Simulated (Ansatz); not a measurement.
# Te2Mo: how the settings move a single-point run

How sensitive is a single-point run of Te2Mo to its settings? A reference run comes first, then six runs with altered input. The cell is built on a prototype (CdI2 type) and needn't be the phase found in nature.

Program: Ansatz 0.2.0. Level of theory: reference: DFT, PBE, plane waves, PAW. These are calculated values, not measurements.

2 further runs of the same task are left out: 2 that didn't finish.

### Step 1. The system as given

Symmetry: P-3m1, No. 164, trigonal system. Conventional cell: a = 3.519 Å, b = 3.519 Å, c = 7.214 Å, α = 90.00°, β = 90.00°, γ = 120.00°. Mo (site symmetry -3m) is surrounded by 6 Te at 2.73 Å. Te (site symmetry 3m) is surrounded by 3 Mo at 2.73 Å.

As a file:

```xyz
3
Lattice="3.5195 0.0000 0.0000 -1.7597 3.0479 0.0000 0.0000 0.0000 7.2145" Properties=species:S:1:pos:R:3 pbc="T T T"
Mo    0.0000    0.0000    0.0000
Te    0.0000    2.0320    1.8283
Te    1.7597    1.0160    5.3862
```

### Step 2. Reference

input.yaml

```yaml
crystal:
  lattice:
    - [3.5194545122, 0.0, 0.0]
    - [-1.7597272561, 3.047937015, 0.0]
    - [0.0, 0.0, 7.2144528865]
  atoms:
    - { symbol: Mo, position: [0.0, 0.0, 0.0] }
    - { symbol: Te, position: [0.3333333333, 0.6666666667, 0.253415608] }
    - { symbol: Te, position: [0.6666666667, 0.3333333333, 0.746584392] }
kpoints:
  mp_grid: { grid: [6, 6, 4] }
hamiltonian:
  xc: pbe
scf:
  occupations: { method: fermi_dirac, width: 0.02 }
  n_extra_bands: 4
output:
  forces: true
  stress: true
  eigenvalues: true
```

Started as:

```sh
ansatz run input.yaml --threads 4 --pin off --max-ram 3686MiB --backend cpu --events-out ev --progress --plain --runs-dir out
```

The program printed (excerpt; [...] marks lines left out):

```text
Warning: RAYON_NUM_THREADS=4 ignored (pool sized by the plan → 4); use --threads N
scf.n_extra_bands = 4 over 23 filled bands (N_el = 46.0): the run solves 27 bands
[...]
Pseudopotentials: kind: paw
Pseudopotential: Mo, paw, valence charge 14, recommended cutoff 420 eV (normal), Mo.paw.azcp
Pseudopotential: Te, paw, valence charge 16, recommended cutoff 420 eV (normal), Te.paw.azcp
Functional definition: PBE
[...]
Crystal: 3 atoms, lattice volume = 77.390 Å³
Basis set: ecut = 420 eV, 1519 PW (Γ), exchange–correlation on 48×48×100 points (8 copies of the dense FFT grid, shifted against one another)
Bands: 27, of which v1, the nominal top of the filled ones, is band 23 counted from 1 (22 counted from 0)
Symmetry: 12 space group operations
Space group: P-3m1 (ITA 164), of the structure as read, at distance tolerance 4.3e-5 Å
k-points: 24 of 144
[...]
SCF iter   1: F=—  HF=-18916.200283 eV  |F-HF|=—  |Δ(HF+E_count)|=         —  Δρ=2.72e-3  dr2=6.55e-3  ethr=1.77e-3  ⟨swp⟩=6.6  Hψ=2850  notcnv=0
[...]
SCF iter   6: F=-18916.200740 eV  HF=-18916.200740 eV  |F-HF|=6.43e-8  |Δ(HF+E_count)|=   8.31e-8  Δρ=6.82e-6  dr2=8.19e-8  ethr=2.17e-10  ⟨swp⟩=6.9  Hψ=2776  notcnv=0
[...]
SCF converged after 6 iterations
Free energy (F): -18916.200740 eV
[...]
E sigma→0 (E₀):  -18916.199309 eV
Entropy (-TS):   -0.002864 eV (-0.955 meV/atom)
Fermi energy:    12.580546 eV
[...]
--- Forces (eV/Å), atoms counted from 1 ---
  atom   1  Mo     0.00000000    -0.00000000     0.00000000
  atom   2  Te     0.00000000    -0.00000000     0.24244874
  atom   3  Te    -0.00000000     0.00000000    -0.24244874
[...]
--- Stress (GPa, compression-positive) ---
        1.205973       0.000000      -0.000000
        0.000000       1.205973      -0.000000
       -0.000000       0.000000       3.284774
  P = ⅓ Tr σ = 1.8989 GPa (18.989 kbar)
--- Band table (eV; the first three rows and the last of 24) ---
  k-point 0: bands = ["-48.9090", "-24.7962", "-24.7962", "-24.7868", "-24.7868", "-24.7238", "-24.7238", "-24.7179", "-24.7179", "-24.6967", "-24.6944", "-23.0180", "-22.9481", "-22.9481", "-0.9645", "0.1601", "6.2770", "9.8594", "9.8594", "10.8551", "11.0635", "11.6239", "11.6239", [...]
[...]
```

It took 0.32 s on 4 threads of AMD EPYC 9R45 (Zen 5), shared host; peak memory 0.46 GiB.

### Step 3. Changing settings: occupations.method gaussian, occupations.width 0.05

input.yaml, as its differences from that of step 2:

```diff
@@ -14,3 +14,3 @@
 scf:
-  occupations: { method: fermi_dirac, width: 0.02 }
+  occupations: { method: gaussian, width: 0.05 }
   n_extra_bands: 4
```

Started as:

```sh
ansatz run input.yaml --threads 4 --pin off --max-ram 3686MiB --backend cpu --events-out ev --progress --plain --runs-dir out
```

The program printed (excerpt; [...] marks lines left out):

```text
Warning: RAYON_NUM_THREADS=4 ignored (pool sized by the plan → 4); use --threads N
scf.n_extra_bands = 4 over 23 filled bands (N_el = 46.0): the run solves 27 bands
[...]
[... 4 set-up lines as earlier in the session ...]
[...]
Crystal: 3 atoms, lattice volume = 77.390 Å³
Basis set: ecut = 420 eV, 1519 PW (Γ), exchange–correlation on 48×48×100 points (8 copies of the dense FFT grid, shifted against one another)
Bands: 27, of which v1, the nominal top of the filled ones, is band 23 counted from 1 (22 counted from 0)
[... 2 set-up lines as earlier in the session ...]
k-points: 24 of 144
[...]
SCF iter   1: F=—  HF=-18916.200217 eV  |F-HF|=—  |Δ(HF+E_count)|=         —  Δρ=2.71e-3  dr2=6.53e-3  ethr=1.77e-3  ⟨swp⟩=6.3  Hψ=2779  notcnv=0
[...]
SCF iter   6: F=-18916.200675 eV  HF=-18916.200675 eV  |F-HF|=6.44e-8  |Δ(HF+E_count)|=   8.41e-8  Δρ=6.68e-6  dr2=8.13e-8  ethr=2.17e-10  ⟨swp⟩=7.0  Hψ=2799  notcnv=0
[...]
SCF converged after 6 iterations
Free energy (F): -18916.200675 eV
[...]
E sigma→0 (E₀):  -18916.199290 eV
Entropy (-TS):   -0.002771 eV (-0.924 meV/atom)
Fermi energy:    12.579121 eV
[...]
--- Forces (eV/Å), atoms counted from 1 ---
  atom   1  Mo     0.00000000     0.00000000     0.00000000
  atom   2  Te     0.00000000    -0.00000000     0.24277554
  atom   3  Te    -0.00000000     0.00000000    -0.24277554
[...]
--- Stress (GPa, compression-positive) ---
        1.204089       0.000000      -0.000000
        0.000000       1.204089      -0.000000
       -0.000000       0.000000       3.288718
  P = ⅓ Tr σ = 1.8990 GPa (18.990 kbar)
--- Band table (eV; the first three rows and the last of 24) ---
[... band rows left out ...]
[...]
```

Wall time 0.31 s (4 threads of AMD EPYC 9R45 (Zen 5), shared host); peak memory 0.47 GiB.

Changing the smearing leaves the energy as it was (0.0 meV/atom).

### Step 4. Changing settings: xc_grid 3

input.yaml, as its differences from that of step 2:

```diff
@@ -20 +20,3 @@
   eigenvalues: true
+basis:
+  xc_grid: 3
```

Started as:

```sh
ansatz run input.yaml --threads 4 --pin off --max-ram 3686MiB --backend cpu --events-out ev --progress --plain --runs-dir out
```

The program printed (excerpt; [...] marks lines left out):

```text
Warning: RAYON_NUM_THREADS=4 ignored (pool sized by the plan → 4); use --threads N
scf.n_extra_bands = 4 over 23 filled bands (N_el = 46.0): the run solves 27 bands
[...]
[... 4 set-up lines as earlier in the session ...]
[...]
Crystal: 3 atoms, lattice volume = 77.390 Å³
Basis set: ecut = 420 eV, 1519 PW (Γ), exchange–correlation on 72×72×150 points (27 copies of the dense FFT grid, shifted against one another)
Bands: 27, of which v1, the nominal top of the filled ones, is band 23 counted from 1 (22 counted from 0)
[... 2 set-up lines as earlier in the session ...]
k-points: 24 of 144
[...]
SCF iter   1: F=—  HF=-18916.200302 eV  |F-HF|=—  |Δ(HF+E_count)|=         —  Δρ=2.72e-3  dr2=6.55e-3  ethr=1.77e-3  ⟨swp⟩=6.6  Hψ=2850  notcnv=0
[...]
SCF iter   6: F=-18916.200741 eV  HF=-18916.200741 eV  |F-HF|=6.30e-8  |Δ(HF+E_count)|=   8.33e-8  Δρ=6.76e-6  dr2=8.06e-8  ethr=2.17e-10  ⟨swp⟩=6.9  Hψ=2778  notcnv=0
[...]
SCF converged after 6 iterations
Free energy (F): -18916.200741 eV
[...]
E sigma→0 (E₀):  -18916.199309 eV
Entropy (-TS):   -0.002864 eV (-0.955 meV/atom)
Fermi energy:    12.580546 eV
[...]
--- Forces (eV/Å), atoms counted from 1 ---
  atom   1  Mo    -0.00000000     0.00000000     0.00000000
  atom   2  Te     0.00000000    -0.00000000     0.24244982
  atom   3  Te    -0.00000000     0.00000000    -0.24244982
[...]
--- Stress (GPa, compression-positive) ---
        1.205978       0.000000      -0.000000
        0.000000       1.205978       0.000000
       -0.000000       0.000000       3.284781
  P = ⅓ Tr σ = 1.8989 GPa (18.989 kbar)
--- Band table (eV; the first three rows and the last of 24) ---
[... band rows left out ...]
[...]
```

Run time: 0.34 s. Hardware: 4 threads of AMD EPYC 9R45 (Zen 5), shared host; peak memory 0.47 GiB.

Changing the numerical grids leaves the energy as it was (0.0 meV/atom).

### Step 5. Changing settings: ecutwfc 500

input.yaml, as its differences from that of step 2:

```diff
@@ -20 +20,3 @@
   eigenvalues: true
+basis:
+  ecutwfc: 500
```

Started as:

```sh
ansatz run input.yaml --threads 4 --pin off --max-ram 3686MiB --backend cpu --events-out ev --progress --plain --runs-dir out
```

The program printed (excerpt; [...] marks lines left out):

```text
Warning: RAYON_NUM_THREADS=4 ignored (pool sized by the plan → 4); use --threads N
scf.n_extra_bands = 4 over 23 filled bands (N_el = 46.0): the run solves 27 bands
[...]
[... 4 set-up lines as earlier in the session ...]
[...]
Crystal: 3 atoms, lattice volume = 77.390 Å³
Basis set: ecut = 500 eV, 1995 PW (Γ), exchange–correlation on 54×54×108 points (8 copies of the dense FFT grid, shifted against one another)
Bands: 27, of which v1, the nominal top of the filled ones, is band 23 counted from 1 (22 counted from 0)
[... 2 set-up lines as earlier in the session ...]
k-points: 24 of 144
[...]
SCF iter   1: F=—  HF=-18916.203060 eV  |F-HF|=—  |Δ(HF+E_count)|=         —  Δρ=2.74e-3  dr2=6.53e-3  ethr=1.77e-3  ⟨swp⟩=6.7  Hψ=2873  notcnv=0
[...]
SCF iter   6: F=-18916.203488 eV  HF=-18916.203488 eV  |F-HF|=6.74e-8  |Δ(HF+E_count)|=   1.26e-7  Δρ=6.80e-6  dr2=8.53e-8  ethr=2.17e-10  ⟨swp⟩=4.3  Hψ=2937  notcnv=0
[...]
SCF converged after 6 iterations
Free energy (F): -18916.203488 eV
[...]
E sigma→0 (E₀):  -18916.202056 eV
Entropy (-TS):   -0.002863 eV (-0.954 meV/atom)
Fermi energy:    12.580427 eV
[...]
--- Forces (eV/Å), atoms counted from 1 ---
  atom   1  Mo     0.00000000     0.00000000     0.00000000
  atom   2  Te     0.00000000    -0.00000000     0.24154688
  atom   3  Te    -0.00000000     0.00000000    -0.24154688
[...]
--- Stress (GPa, compression-positive) ---
        1.201027       0.000000      -0.000000
        0.000000       1.201027      -0.000000
       -0.000000       0.000000       3.278147
  P = ⅓ Tr σ = 1.8934 GPa (18.934 kbar)
--- Band table (eV; the first three rows and the last of 24) ---
[... band rows left out ...]
[...]
```

It took 0.37 s on 4 threads of AMD EPYC 9R45 (Zen 5), shared host; peak memory 0.48 GiB.

Changing the cutoff moves the energy by -0.9 meV/atom. More plane waves (500 against 420 eV) lower the energy, so the reference carries about that much basis error.

### Step 6. Changing settings: occupations.method cold, occupations.width 0.2

input.yaml, as its differences from that of step 2:

```diff
@@ -14,3 +14,3 @@
 scf:
-  occupations: { method: fermi_dirac, width: 0.02 }
+  occupations: { method: cold, width: 0.2 }
   n_extra_bands: 4
```

Started as:

```sh
ansatz run input.yaml --threads 4 --pin off --max-ram 3686MiB --backend cpu --events-out ev --progress --plain --runs-dir out
```

The program printed (excerpt; [...] marks lines left out):

```text
Warning: RAYON_NUM_THREADS=4 ignored (pool sized by the plan → 4); use --threads N
scf.n_extra_bands = 4 over 23 filled bands (N_el = 46.0): the run solves 27 bands
[...]
[... 4 set-up lines as earlier in the session ...]
[...]
Crystal: 3 atoms, lattice volume = 77.390 Å³
Basis set: ecut = 420 eV, 1519 PW (Γ), exchange–correlation on 48×48×100 points (8 copies of the dense FFT grid, shifted against one another)
Bands: 27, of which v1, the nominal top of the filled ones, is band 23 counted from 1 (22 counted from 0)
[... 2 set-up lines as earlier in the session ...]
k-points: 24 of 144
[...]
SCF converged after 7 iterations
Stability not checked: this state was not tested for a lower state beside it, because cold or Methfessel-Paxton smearing, or corrected tetrahedra, fill the levels in a way that the test cannot read (fill_not_monotonic; see scf.lower_state_search)
Free energy (F): -18916.203989 eV
[...]
E sigma→0 (E₀):  -18916.204279 eV
Entropy (-TS):   0.000870 eV (0.290 meV/atom)
Fermi energy:    12.501268 eV
[...]
--- Forces (eV/Å), atoms counted from 1 ---
  atom   1  Mo     0.00000000     0.00000000     0.00000000
  atom   2  Te     0.00000000    -0.00000000     0.22787310
  atom   3  Te    -0.00000000     0.00000000    -0.22787310
[...]
--- Stress (GPa, compression-positive) ---
        1.215861       0.000000      -0.000000
        0.000000       1.215861       0.000000
       -0.000000      -0.000000       3.252395
  P = ⅓ Tr σ = 1.8947 GPa (18.947 kbar)
--- Band table (eV; the first three rows and the last of 24) ---
[... band rows left out ...]
[...]
```

Run time: 0.36 s. Hardware: 4 threads of AMD EPYC 9R45 (Zen 5), shared host; peak memory 0.47 GiB.

Changing the smearing moves the energy by -1.7 meV/atom (σ→0 values). Cost: 7 SCF cycles against 6.

### Step 7. Changed: occupations.width 0.5

input.yaml, as its differences from that of step 2:

```diff
@@ -14,3 +14,3 @@
 scf:
-  occupations: { method: fermi_dirac, width: 0.02 }
+  occupations: { method: fermi_dirac, width: 0.5 }
   n_extra_bands: 4
```

Started as:

```sh
ansatz run input.yaml --threads 4 --pin off --max-ram 3686MiB --backend cpu --events-out ev --progress --plain --runs-dir out
```

The program printed (excerpt; [...] marks lines left out):

```text
Warning: RAYON_NUM_THREADS=4 ignored (pool sized by the plan → 4); use --threads N
scf.n_extra_bands = 4 over 23 filled bands (N_el = 46.0): the run solves 27 bands
[...]
[... 4 set-up lines as earlier in the session ...]
[...]
Crystal: 3 atoms, lattice volume = 77.390 Å³
Basis set: ecut = 420 eV, 1519 PW (Γ), exchange–correlation on 48×48×100 points (8 copies of the dense FFT grid, shifted against one another)
Bands: 27, of which v1, the nominal top of the filled ones, is band 23 counted from 1 (22 counted from 0)
[... 2 set-up lines as earlier in the session ...]
k-points: 24 of 144
[...]
SCF iter   1: F=—  HF=-18917.005662 eV  |F-HF|=—  |Δ(HF+E_count)|=         —  Δρ=7.77e-3  dr2=7.50e-2  ethr=1.77e-3  ⟨swp⟩=5.3  Hψ=2543  notcnv=0
[...]
SCF iter   6: F=-18916.997485 eV  HF=-18916.997485 eV  |F-HF|=1.05e-8  |Δ(HF+E_count)|=   7.80e-8  Δρ=7.78e-6  dr2=3.16e-8  ethr=2.17e-10  ⟨swp⟩=4.4  Hψ=2984  notcnv=0
[...]
SCF converged after 6 iterations
Free energy (F): -18916.997485 eV
[...]
E sigma→0 (E₀):  -18916.118433 eV
Entropy (-TS):   -1.758104 eV (-586.035 meV/atom)
Fermi energy:    12.343190 eV
[...]
--- Forces (eV/Å), atoms counted from 1 ---
  atom   1  Mo     0.00000000    -0.00000000     0.00000000
  atom   2  Te     0.00000000    -0.00000000     0.48594956
  atom   3  Te    -0.00000000     0.00000000    -0.48594956
[...]
--- Stress (GPa, compression-positive) ---
        4.128911       0.000000       0.000000
        0.000000       4.128911       0.000000
        0.000000       0.000000       4.819348
  P = ⅓ Tr σ = 4.3591 GPa (43.591 kbar)
--- Band table (eV; the first three rows and the last of 24) ---
[... band rows left out ...]
[...]
```

It took 0.38 s on 4 threads of AMD EPYC 9R45 (Zen 5), shared host; peak memory 0.47 GiB.

Changing the smearing moves the energy by +27.0 meV/atom (σ→0 values), and the pressure goes from 1.9 to 4.4 GPa and the largest force goes from 0.24 to 0.49 eV/Å.

### Step 8. Changed: occupations.method methfessel_paxton, occupations.width 0.2

input.yaml, as its differences from that of step 2:

```diff
@@ -14,3 +14,3 @@
 scf:
-  occupations: { method: fermi_dirac, width: 0.02 }
+  occupations: { method: methfessel_paxton, width: 0.2 }
   n_extra_bands: 4
```

Started as:

```sh
ansatz run input.yaml --threads 4 --pin off --max-ram 3686MiB --backend cpu --events-out ev --progress --plain --runs-dir out
```

The program printed (excerpt; [...] marks lines left out):

```text
Warning: RAYON_NUM_THREADS=4 ignored (pool sized by the plan → 4); use --threads N
scf.n_extra_bands = 4 over 23 filled bands (N_el = 46.0): the run solves 27 bands
[...]
[... 4 set-up lines as earlier in the session ...]
[...]
Crystal: 3 atoms, lattice volume = 77.390 Å³
Basis set: ecut = 420 eV, 1519 PW (Γ), exchange–correlation on 48×48×100 points (8 copies of the dense FFT grid, shifted against one another)
Bands: 27, of which v1, the nominal top of the filled ones, is band 23 counted from 1 (22 counted from 0)
[... 2 set-up lines as earlier in the session ...]
k-points: 24 of 144
[...]
SCF converged after 6 iterations
Stability not checked: this state was not tested for a lower state beside it, because cold or Methfessel-Paxton smearing, or corrected tetrahedra, fill the levels in a way that the test cannot read (fill_not_monotonic; see scf.lower_state_search)
Free energy (F): -18916.199268 eV
[...]
E sigma→0 (E₀):  -18916.200387 eV
Entropy (-TS):   0.004475 eV (1.492 meV/atom)
Fermi energy:    12.547038 eV
[...]
--- Forces (eV/Å), atoms counted from 1 ---
  atom   1  Mo     0.00000000     0.00000000     0.00000000
  atom   2  Te     0.00000000    -0.00000000     0.24082406
  atom   3  Te    -0.00000000     0.00000000    -0.24082406
[...]
--- Stress (GPa, compression-positive) ---
        1.176250       0.000000      -0.000000
        0.000000       1.176250       0.000000
       -0.000000       0.000000       3.245226
  P = ⅓ Tr σ = 1.8659 GPa (18.659 kbar)
--- Band table (eV; the first three rows and the last of 24) ---
[... band rows left out ...]
[...]
```

Run time: 0.32 s. Hardware: 4 threads of AMD EPYC 9R45 (Zen 5), shared host; peak memory 0.43 GiB.

Changing the smearing leaves the energy as it was (-0.4 meV/atom).

### Step 9. Comparison

| run | ending | energy change | pressure (GPa) | gap (eV) | force (eV/Å) | cycles | time |
| --- | --- | --- | --- | --- | --- | --- | --- |
| reference | converged | 0 | 1.9 | 0.00 | 0.24 | 6 | 0.32 s |
| 1: occupations.method gaussian, occupations.width 0.05 | converged | 0.0 meV/atom (σ→0) | 1.9 | 0.00 | 0.24 | 6 | 0.31 s |
| 2: xc_grid 3 | converged | 0.0 meV/atom | 1.9 | 0.00 | 0.24 | 6 | 0.34 s |
| 3: ecutwfc 500 | converged | -0.9 meV/atom | 1.9 | 0.00 | 0.24 | 6 | 0.37 s |
| 4: occupations.method cold, occupations.width 0.2 | converged | -1.7 meV/atom (σ→0) | 1.9 | 0.00 | 0.23 | 7 | 0.36 s |
| 5: occupations.width 0.5 | converged | +27.0 meV/atom (σ→0) | 4.4 | 0.00 | 0.49 | 6 | 0.38 s |
| 6: occupations.method methfessel_paxton, occupations.width 0.2 | converged | -0.4 meV/atom (σ→0) | 1.9 | 0.00 | 0.24 | 6 | 0.32 s |

Residual by cycle in the longest SCF loop of each run; runs are numbered as in the table. The quantity is the density residual dr2, in eV.

| cycle | reference | run 1 | run 2 | run 3 | run 4 | run 5 | run 6 |
| --- | --- | --- | --- | --- | --- | --- | --- |
| 1 | 0.00655 | 0.00653 | 0.00655 | 0.00653 | 0.0066 | 0.075 | 0.00679 |
| 2 | 4.5e-4 | 4.4e-4 | 4.5e-4 | 4.2e-4 | 0.00448 | 0.00559 | 0.0014 |
| 3 | 1.9e-4 | 1.9e-4 | 1.9e-4 | 1.9e-4 | 0.00174 | 4.5e-4 | 3.7e-4 |
| 4 | 1.1e-5 | 1.0e-5 | 1.1e-5 | 1.1e-5 | 1.1e-4 | 2.5e-5 | 1.1e-5 |
| 5 | 8.2e-7 | 8.4e-7 | 8.2e-7 | 9.3e-7 | 5.9e-6 | 1.7e-6 | 4.2e-7 |
| 6 | 8.2e-8 | 8.1e-8 | 8.1e-8 | 8.5e-8 | 4.5e-8 | 3.2e-8 | 2.1e-8 |
| 7 | - | - | - | - | 3.6e-9 | - | - |

The reference leaves spin out although Mo can carry a moment, so its state need not be the lowest.
